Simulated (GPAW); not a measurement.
Runs of GPAW 26.7.0 on Sn. It takes space group Immm (No. 71, orthorhombic). The conventional cell has a = 3.453 Å, b = 3.551 Å, c = 4.677 Å, α = 90.00°, β = 90.00°, γ = 90.00°. Sn (site symmetry mmm) has 12 Sn at 3.41 to 3.55 Å as nearest neighbours. This isn't the form of Sn at room conditions, which is tetragonal (white tin).

```csv
level,gap on the mesh (eV),pressure (GPa),relaxed volume (Å³/atom)
PBEsol+D3(BJ)+ATM,none,0.0,25.08
PBEsol+D3(BJ),none,0.0,24.97
PBEsol+D4,none,0.0,(b)
PBEsol,none,0.0,(a)
PBEsol+D3,none,0.0,25.81
```

Alike in all rows: task relaxation of cell and atoms; potentials or basis PAW data sets generated in the run's folder for this functional, pw; no spin polarisation; cell relaxed; k mesh 8 × 8 × 8; cutoff (eV) 600; smearing fermi-dirac 0.05 eV.

Estimate the missing entries.

(a) 26.10; (b) 25.44.

Caveats: later steps reuse the first step's grids; pairwise dispersion overbinds metals, which lowers pressure and volume (some runs).

A k mesh can miss the band edges, and the runs leave out spin-orbit coupling on Sn.

A gap of «none» marks a metal or a gap under the smearing width.
